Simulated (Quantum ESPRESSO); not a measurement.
**AlNi under changes of volume**

One of the cells (11.956 Å³/atom); the others are scaled copies at fixed shape and fractional positions:

```
CELL_PARAMETERS angstrom
2.88100 0.00000 0.00000
0.00000 2.88100 0.00000
0.00000 0.00000 2.88100
ATOMIC_POSITIONS crystal
Ni 0.50000 0.50000 0.50000
Al 0.00000 0.00000 0.00000
```

```yaml
Program: Quantum ESPRESSO 7.5
Functional: PBE
Potentials_or_basis: SSSP 1.3 efficiency PBE
Cutoff: 748 eV
Density_cutoff: 5987 eV
k_mesh: 9 × 9 × 9
Occupations: fermi-dirac, width 0.05 eV
Spin: collinear spin, ferromagnetic start
Starting_moments: "[1.0, 0.0] μB"
```

| volume (Å³/atom) | energy over the lowest point (meV/atom) | pressure (GPa) |
| --- | --- | --- |
| 11.239 | ? | ? |
| 11.478 | 18.10 | 9.6 |
| 11.717 | 6.62 | 5.6 |
| 11.956 | 0.78 | 2.1 |
| 12.196 | 0.00 | -1.2 |
| 12.435 | 3.79 | -4.0 |
| 12.674 | 11.67 | -6.6 |

What does the run at 11.239 Å³/atom give?

Energy over the lowest point 35.86 meV/atom; pressure 14.0 GPa.

Worked out: A Birch-Murnaghan fit of order 3 (a polynomial in V^(-2/3)) to the other rows has its minimum at 12.11 Å³/atom with B0 = V·E''(V) = 160 GPa and B' = 4.4. It gives 35.85 meV/atom at 11.239 Å³/atom, against the run's 35.86, and -dE/dV = 14.2 GPa, against 14.0.

Energies are extrapolated to zero smearing.
